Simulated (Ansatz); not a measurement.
**An elastic constant from a strain scan in GaN**

Theory: DFT r2SCAN, scalar-relativistic, plane waves, PAW (Ansatz 0.2.0). The runs took a 500 eV cutoff, a Γ-centred 12×12×6 mesh and Gaussian smearing (0.05 eV). No spin polarisation. Energies are free energies at this smearing, counted from the undisturbed cell; pressure is positive in compression.

Reference structure (relaxed at this level):

```
Ga N
1.0
     3.18310    0.00000    0.00000
    -1.59155    2.75664    0.00000
     0.00000    0.00000    5.18360
Ga N
2 2
Direct
  0.33333 0.66667 0.99911
  0.66667 0.33333 0.49911
  0.33333 0.66667 0.37589
  0.66667 0.33333 0.87589
```

The cell is strained by ε times the Voigt pattern (1, 0, 0, 0, 0, 0) (xx, yy, zz, yz, xz, xy; engineering shear) with fractional coordinates fixed. The cell holds 4 atoms in V0 = 45.48 Å³. The stress column is τ = (1/V0) dE/dε, got from the stress tensor σ (compression positive) at each point as −det(1 + εP) σ : P(1 + εP)⁻¹, with P the pattern as a tensor.

```
      ε  ΔE (meV/atom)  τ (GPa)
-0.0600         62.974  -31.820
-0.0450         34.107  -22.567
-0.0300         14.601  -14.227
 0.0000          0.000   -0.003
 0.0150          3.259    6.009
 0.0300         12.564   11.366
 0.0450         27.245   16.118
 0.0600              ?        ?
```

Question: Which combination of elastic constants does this scan measure, and how large is it?

Answer: For small ε, τ = τ0 + Kε with K = pᵀCp, which for this pattern is C11 in the Cartesian frame shown. The parabola through τ at ε = -0.0300, 0 and 0.0150 has slope K = 425 GPa at zero. The energies per cell, E = NΔE, of the same two points give K = 2[E(ε₊)/ε₊ − E(ε₋)/ε₋]/[(ε₊ − ε₋)V0] = 441 GPa, in agreement. These are clamped-ion values.

Question: Predict the withheld row at ε = 0.0600 from the harmonic law, and compare.

Answer: ΔE = V0(τ0 ε + Kε²/2)/N = 54.313 meV/atom and τ = 25.51 GPa. The calculation gives 46.686 meV/atom and 20.32 GPa: the energy lies 14 % below the harmonic value, as bonds soften when stretched.

Forces appear on the atoms along this scan, and letting them relax would lower the energy and soften the response.